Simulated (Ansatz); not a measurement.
# Si2Ni (Fm-3m) in Ansatz: relaxation of cell and atoms with revPBE

Aim: the relaxation of cell and atoms of Si2Ni with revPBE.

Everything below comes from runs of Ansatz 0.2.0. Logs are shortened: lines on timing, memory, paths and dates and some standing lists are left out, and cuts for length are marked.

### 1 Starting point

Symmetry: Fm-3m, No. 225, cubic system. Conventional cell: a = 5.406 Å, b = 5.406 Å, c = 5.406 Å, α = 90.00°, β = 90.00°, γ = 90.00°. Around Ni (site symmetry m-3m) lie 8 Si at 2.34 Å. Around Si (site symmetry -43m) lie 4 Ni at 2.34 Å.

### 2 Relaxation of cell and atoms, revPBE, collinear spin, ferromagnetic start

Contents of input.yaml:

```yaml
crystal:
  lattice:
    - [0.0, 2.703, 2.703]
    - [2.703, 0.0, 2.703]
    - [2.703, 2.703, 0.0]
  atoms:
    - { symbol: Ni, position: [0.0, 0.0, 0.0], spin: 1.0 }
    - { symbol: Si, position: [0.75, 0.75, 0.75] }
    - { symbol: Si, position: [0.25, 0.25, 0.25] }
hamiltonian:
  xc: revpbe
  pseudopotentials: { kind: paw }
magnetization:
  spin_polarized: true
kpoints:
  mp_grid: { grid: [9, 9, 9] }
scf:
  occupations: { method: fermi_dirac, width: 0.05 }
output:
  forces: true
  stress: true
relax:
  f_tol: 0.01
  max_steps: 40
  cell: { stress_tol: 0.05 }
```

Potentials or basis: Ansatz PAW.

Launch:

```console
> ansatz run input.yaml --threads 2 --pin off --max-ram 5632MiB --backend cpu --events-out ev --progress --plain --runs-dir out
```

What it wrote:

```text
Warning: RAYON_NUM_THREADS=2 ignored (pool sized by the plan → 2); use --threads N
Engine: ansatz 0.2.0, x86_64-unknown-linux-gnu
Pseudopotentials: kind: paw
Pseudopotential: Ni, paw, valence charge 18, recommended cutoff 420 eV (normal), Ni.paw.azcp
Pseudopotential: Si, paw, valence charge 4, recommended cutoff 420 eV (normal), Si.paw.azcp
Functional definition: revPBE
  parameter kappa = 1.245
  parameter beta = 0.06672455060314922
  exchange = pbe_x(kappa = kappa, mu = beta*pi^2/3)
  correlation = pbe_c(beta = beta)
Crystal: 3 atoms, lattice volume = 39.497 Å³
Basis set: ecut = 420 eV, 749 PW (Γ), exchange–correlation on 54×54×54 points (8 copies of the dense FFT grid, shifted against one another)
Bands: 18, of which v1, the nominal top of the filled ones, is band 13 counted from 1 (12 counted from 0)
Symmetry: 48 space group operations
Space group: Fm-3m (ITA 225), of the structure as read, at distance tolerance 3.4e-5 Å
Magnetic group: BNS 225.116 (UNI 1618), of the structure as read, at distance tolerance 3.4e-5 Å
k-points: 35 of 729
Non-local potential: Ni, projectors of the file, l = 0: 3, l = 1: 2, l = 2: 3, l = 3: 1
Non-local potential: Si, projectors of the file, l = 0: 2, l = 1: 2, l = 2: 2
PAW form: soft (Blöchl's): semilocal exchange-correlation on the pseudo side does not see the compensation charge
PAW frozen core: Ni, regenerated for the run's functional, and the local potential with it (the file was generated under x = pbe(κ = 0.804, μ = 0.2195149727645171), c = pbe(β = 0.06672455060314922))
PAW frozen core: Si, regenerated for the run's functional, and the local potential with it (the file was generated under x = pbe(κ = 0.804, μ = 0.2195149727645171), c = pbe(β = 0.06672455060314922))
PAW one-centre angular grid: Ni, 590 points (default); XC on 64 Gauss nodes
PAW one-centre angular grid: Si, 110 points (default); XC on 64 Gauss nodes
Initial density: superposition of atomic densities (chi_scale 0.1, normalization cell)
Starting moments: Σ|m| = 1 μB on 1 of 3 sites
Initial wavefunctions: pseudopotential atomic-orbital guess
Functional: x = revpbe(κ = 1.245, μ = 0.2195149727645171), c = pbe(β = 0.06672455060314922)
SCF iter   1: F=—  HF=-7118.827366 eV  |F-HF|=—  |Δ(HF+E_count)|=         —  Δρ=6.59e-2 (↑6.59e-2 ↓3.09e-2)  dr2=1.28e0  dr2_m=4.96e-1  M=0.217 μB ∫|m|=0.639 μB  β_m=0.30  ethr=3.10e-3  ⟨swp⟩=5.8  Hψ=6160  notcnv=0
Mixer restart at iter 1: flushing history
preconditioner: auto → Kerker (q_TF=auto, 2.545 Å⁻¹)  [metal: Δε(μ)=0.010 eV  Ē_g=8.794 eV  σ=0.050 eV  W_gap=0.05  n_scr=14 (ndim 8)  ℏωp=25.1 eV  f_vac=0.000  D(μ)=0.91/eV (n_scr^D=8)]
spin=Collinear: Kerker preconditioning applied to the charge; magnetization (m = ρ↑ − ρ↓) channel mixes plain (no charge-response kernel on spin).
SCF iter   2: F=—  HF=-7118.683968 eV  |F-HF|=—  |Δ(HF+E_count)|=   1.43e-1  Δρ=5.06e-2 (↑2.42e-2 ↓5.06e-2)  dr2=1.08e0  dr2_m=3.68e-1  M=0.235 μB ∫|m|=0.480 μB  β_m=0.41  ethr=3.10e-3  ⟨swp⟩=2.6  Hψ=2525  notcnv=0  defer=16
SCF iter   3: F=—  HF=-7119.676981 eV  |F-HF|=—  |Δ(HF+E_count)|=   9.93e-1  Δρ=3.33e-2 (↑2.48e-2 ↓3.33e-2)  dr2=5.29e-1  dr2_m=2.34e-1  M=0.205 μB ∫|m|=0.369 μB  β_m=0.36  ethr=3.10e-3  ⟨swp⟩=2.2  Hψ=1947  notcnv=0  defer=17
SCF iter   4: F=—  HF=-7120.258313 eV  |F-HF|=—  |Δ(HF+E_count)|=   5.81e-1  Δρ=1.96e-2 (↑1.33e-2 ↓1.96e-2)  dr2=1.83e-1  dr2_m=7.97e-2  M=0.130 μB ∫|m|=0.204 μB  β_m=0.62  ethr=2.03e-3  ⟨swp⟩=2.3  Hψ=2293  notcnv=0  defer=14
[... 73 lines left out ...]
SCF iter   9: F=-7120.348293 eV  HF=-7120.348293 eV  |F-HF|=8.19e-12  |Δ(HF+E_count)|=  2.91e-11  Δρ=1.33e-7 (↑1.33e-7 ↓1.33e-7)  dr2=2.21e-11  dr2_m=1.47e-18  M=0.000 μB ∫|m|=0.000 μB  ethr=1.00e-12  ⟨swp⟩=4.5  Hψ=5461  notcnv=0
the starting moments were not kept: the SCF closed with an absolute magnetisation of 1.0e-9 μB, where they sum to 1 μB in size (1 site). That is at most 0.1 of that sum. Measured as dr2_m measures the in/out step, that magnetisation stands 7.9e-19 eV from none, at or under the dr2_threshold of 3.0e-11 eV: it is no larger than a step whose dr2_m would equal this threshold.
SCF 5 converged in 9 iterations: F = -7120.348293 eV  dr2 = 2.21e-11
relax step   5: F+E_penalty+E_count = -7120.34829346 eV  Δ(F+E_penalty+E_count) = -4.442e-4 eV  max|allowed force component| = 8.018e-17 eV/Å  Δτ_max = 0.0000 Å  P = +0.008 GPa  Ω = 41.044 Å³  stress off target by 8.33e-3 GPa  SCF on the basis re-selected at this cell (its energy is not comparable with the rows above)  (9 SCF iters)
basis re-selected at this cell: Δ(F+E_penalty+E_count) = -4.442e-4 eV, ΔP = +0.006 GPa vs the last step (what re-selecting the basis moved, of the pressure what is left beyond the Pulay correction that the steps carried, after the strain that the cell walked since its last selection, with what the two solves' SCF thresholds leave and, on support functions, any second-order correction that the steps lacked; it is no measure of the basis error at this ecutwfc). This SCF's stress stands 8.33e-3 GPa from its target on what of the cell is left free (relax.cell.stress_tol is 5.00e-2 GPa) and its largest allowed force component is 8.02e-17 eV/Å (relax.f_tol is 1.00e-2 eV/Å): within both
SCF converged after 9 iterations
Magnetization: 0.0000 μB (13.0000 up, 13.0000 down)
Absolute magnetization: 0.0000 μB (∫|ρ↑−ρ↓|, with the PAW one-centre terms)
Spin contamination: 0.0000 ħ² per cell (⟨S²⟩ above its minimum at these occupations)
Per-site moments (μB) at R_I (Å): [(3.3340622656498925e-10, 0.9780502031483276), (6.365037668487921e-11, 0.9780502031483276), (6.365035776983412e-11, 0.9780502031483279)]
Free energy (F): -7120.348293 eV
Harris-Foulkes:  -7120.348293 eV  (|F-HF|=8.19e-12)
Internal energy: -7120.342133 eV  (E = F + TS)
E sigma→0 (E₀):  -7120.345213 eV
Entropy (-TS):   -0.006161 eV (-2.054 meV/atom)
Fermi energy:    12.707806 eV
--- Per-component energies (eV) ---
  E_band       = -355.016559
  E_kinetic    = 367.855395
  E_local      = -4955.462211  (includes V_loc(G=0)·N_el)
  E_nonlocal   = 678.809016
  E_hartree    = 2142.131319
  E_xc         = -198.395589
  E_vxc        = -206.944325  (∫ρ·V_xc dr)
  E_paw        = -2659.521484  (= ΣΔE_a)
  E_vpaw       = -523.537995  (= ΣTr[D̂ρ^β])
  E_aug_tail   = 0.000527  (compensation charges beyond the density's cutoff)
  E_ewald      = -2495.689694
  E_core_change = -0.069413  (= ΣΔE_core)
  E_smearing   = -0.006161  (= −TS)
  E_closure    = 0.000000  (closes the sum)
  Σ components = -7120.348293   (vs F -7120.348293, Δ=0.00e0)
--- Forces (eV/Å), atoms counted from 1 ---
  atom   1  Ni     0.00000000    -0.00000000     0.00000000
  atom   2  Si     0.00000000    -0.00000000     0.00000000
  atom   3  Si    -0.00000000     0.00000000     0.00000000
  max |Σ_I F_I| component: 3.70e-17 eV/Å
--- Stress (GPa, compression-positive) ---
        0.008333      -0.000000      -0.000000
       -0.000000       0.008333      -0.000000
        0.000000       0.000000       0.008333
  P = ⅓ Tr σ = 0.0083 GPa (0.083 kbar)
--- Relaxed structure (4 steps of the walk, 4 accepted, 1 SCFs on fresh bases) ---
  F+E_penalty+E_count = -7120.34829346 eV   max|allowed force component| = 8.018e-17 eV/Å   (the final SCF, on the basis selected at the relaxed cell)
  cell:  # Å, volume = 41.0440 Å³
    - [-5.549178604575354e-34, 2.73783053609045, 2.73783053609045]
    - [2.73783053609045, -1.0907280757917124e-34, 2.73783053609045]
    - [2.73783053609045, 2.73783053609045, -5.668601386596344e-34]
  atoms:
    - { symbol: Ni, position: [2.5655513322768474e-34, -2.2340336094946895e-34, -2.4270066123081844e-34] }
    - { symbol: Si, position: [0.7500000000000001, 0.7500000000000001, 0.7500000000000001] }
    - { symbol: Si, position: [0.25, 0.25, 0.25] }
```

Wall time 3.9 s (2 threads of AMD EPYC 9R45 (Zen 5), shared host); peak memory 0.41 GiB.

What came out:

- Free energy: -7120.3483 eV
- Relaxed volume: 13.68 Å³/atom
- Relaxed cell: a = 3.872 Å, b = 3.872 Å, c = 3.872 Å, α = 60.00°, β = 60.00°, γ = 60.00°
- Space group after relaxing (to 0.05 Å): Fm-3m (No. 225)
- Energy gained by relaxing: 9.0 meV/atom
- Ionic steps: 5
- Pressure after relaxing: 0.0 GPa
- Net moment: 0.00 μB per cell
- Absolute moment: 0.00 μB per cell

The path:
| step | energy change (eV) | largest force (eV/Å) | volume (Å³) |
| --- | --- | --- | --- |
| 1 | 0.0000 | 0.0000 | 39.50 |
| 2 | -0.0209 | 0.0000 | 40.31 |
| 3 | -0.0267 | 0.0000 | 41.01 |
| 4 | -0.0267 | 0.0000 | 41.04 |
| 5 | -0.0271 | 0.0000 | 41.04 |

Final structure:
```yaml
crystal:
  lattice:
    - [0.00000, 2.73783, 2.73783]
    - [2.73783, 0.00000, 2.73783]
    - [2.73783, 2.73783, 0.00000]
  atoms:
    - { symbol: Ni, position: [0.00000, 0.00000, 0.00000] }
    - { symbol: Si, position: [0.75000, 0.75000, 0.75000] }
    - { symbol: Si, position: [0.25000, 0.25000, 0.25000] }
```

Caveat: the plane-wave basis is chosen anew once the cell has moved, so the energies of steps on either side of that aren't comparable; the PAW data sets come from PBE, with cores solved anew for the run's functional, which leaves a small shift of forces and pressure; the starting moments weren't kept. revPBE gives volumes clearly too large for solids.
